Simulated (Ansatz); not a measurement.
# rocksalt-structured PbTe

Computed with Ansatz (plane waves, PAW, 420 eV cutoff): PBE with spin–orbit coupling, two-component spinors, Γ-centred 6×6×6 mesh, 0.05 eV Gaussian smearing; PAW files: Ansatz's generated set soft_2.

```
CELL_PARAMETERS angstrom
0.00000 3.28038 3.28038
3.28038 0.00000 3.28038
3.28038 3.28038 0.00000
ATOMIC_POSITIONS crystal
Pb 0.50000 0.50000 0.50000
Te 0.00000 0.00000 0.00000
```

The start was a prototype's sites filled with these elements; the Crystallography Open Database holds the compound in this structure.

Cell and atoms are those of this level's equilibrium.

The cell has space group Fm-3m (read at 0.01 Å). In it the stress is 0.01, 0.01, 0.01, 0.00, 0.00, 0.00 GPa and the largest force component 0.000 eV/Å. Each change below starts from this cell, without further relaxation. Stress is in GPa, positive in compression, in the order xx, yy, zz, yz, xz, xy; energies are counted from the cell above and are free energies with the smearing's entropy, which match forces and stress in a metal.

Question: What happens when atom 1 (Pb) is moved by 0.20 Å along x?

Answer: The energy changes by -7.7 meV per cell, and the force on it along the shift is -0.0207 eV/Å (−F/u = 0.10 eV/Å²). Stress: 1.15, 0.10, 0.10, 0.00, 0.00, 0.00. The gap on the mesh goes from zero (metallic) to 0.41 eV.
```tsv
atom	Fx (eV/Å)	Fy	Fz
Pb1	-0.021	0.000	0.000
Te2	0.021	0.000	0.000
```
In a harmonic crystal the energy would rise by −½F·u = ½ × 0.10 × 0.20² eV = 2.1 meV, so the response isn't harmonic at this size, the electronic state shifts or, in a metal, the mesh is too coarse for so small an energy.

Question: What stress follows from an engineering strain of 3 % in zz, atoms carried along?

Answer: -0.20, -0.20, -2.32, 0.00, 0.00, 0.00 GPa; the energy changes by 16.3 meV per cell. The gap on the mesh goes from zero (metallic) to 0.03 eV (close to the smearing width).
The change of the stress over the strain gives a clamped-atom stiffness of about 78 GPa for this component, a secant value that lies under the elastic constant in tension and over it in compression, by several per cent for each per cent of strain.
In a harmonic crystal the energy would rise by V(½Cε² − σ₀ε), with σ₀ the stress of the unstrained cell, = 15.3 meV, close to the run's value; the rest has the sign of the anharmonic part, which a secant stiffness overstates.

A displaced or strained copy of the relaxed cell lay 4.1 meV/atom lower, so the structure isn't a true minimum at this level, unless the mesh, which matters in a metal, makes it so. At this volume the filled and empty bands only touch, so this is a zero-gap semimetal rather than a metal, and a semilocal functional can cause such a touching. The relaxed cell is 6 % larger in volume than the cell of this structure in the Crystallography Open Database (33.36 Å³/atom, 1987).
